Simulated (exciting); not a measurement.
Input of an exciting (release sodium) run:

The input input.xml:

```xml
<input>
  <title>PbS</title>
  <structure speciespath="./" tshift="false">
    <crystal scale="1">
      <basevect>6.904414862774 0.000000000000 0.000000000000</basevect>
      <basevect>0.000000000000 6.904414862774 0.000000000000</basevect>
      <basevect>0.000000000000 0.000000000000 6.904414862774</basevect>
    </crystal>
    <species speciesfile="Pb.xml" rmt="2.3">
      <atom coord="0.000000000000 0.000000000000 0.000000000000"/>
    </species>
    <species speciesfile="S.xml" rmt="1.9">
      <atom coord="0.500000000000 0.500000000000 0.500000000000"/>
    </species>
  </structure>
  <groundstate do="fromscratch" ngridk="7 7 7" rgkmax="7.5" gmaxvr="14" lmaxapw="10" lmaxmat="10" lmaxvr="8" xctype="LDA_PW" stype="Gaussian" swidth="0.00183747" nempty="10" ValenceRelativity="iora*" epsengy="1e-05" epspot="1e-05" maxscl="60" tforce="true" outputlevel="normal"/>
</input>
```

Potentials or basis: all-electron LAPW+lo, shipped species files, valence relativity iora*.

Launch:

```sh
$ OMP_NUM_THREADS=1 exciting_smp
```

Problem. Estimate the band gap on the k mesh.

Solution. None (metal or under the smearing width).

 Spin-orbit coupling is left out, which matters for the levels of Pb.
